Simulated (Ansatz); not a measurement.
Tunnelling through a barrier is set by its complex band structure: the current falls as exp(−2κd) with the smallest κ.

Here is the system:

```
CELL_PARAMETERS angstrom
      2.87651     0.00000     0.00000
      0.00000     6.24010     0.00000
      0.00000     3.12005     3.12005
ATOMIC_POSITIONS crystal
  Ge 0.50000 0.50000 0.00000
  Ge 0.00000 0.00000 0.00000
  O  0.00000 0.30577 0.38846
  O  0.00000 0.69423 0.61154
  O  0.50000 0.19423 0.00000
  O  0.50000 0.80577 0.00000
```

The cell is taken as given; by r2SCAN it stands under a pressure of -1.0 GPa.

Transport runs along the normal of the first two printed cell vectors, the (110) plane of the conventional cell.

The gap is the functional's own, uncorrected, and κ follows it; spin-orbit coupling is left out. Mid-gap means the computed energy nearest the middle.

Estimate the band gap and the smallest decay constant κ at mid-gap that r2SCAN (Ansatz, a quantum-chemistry and plane-wave program) returns for this system.

Gap 2.45 eV on a 10×10×10 mesh; κ = 0.239 1/Å, at the zone centre.
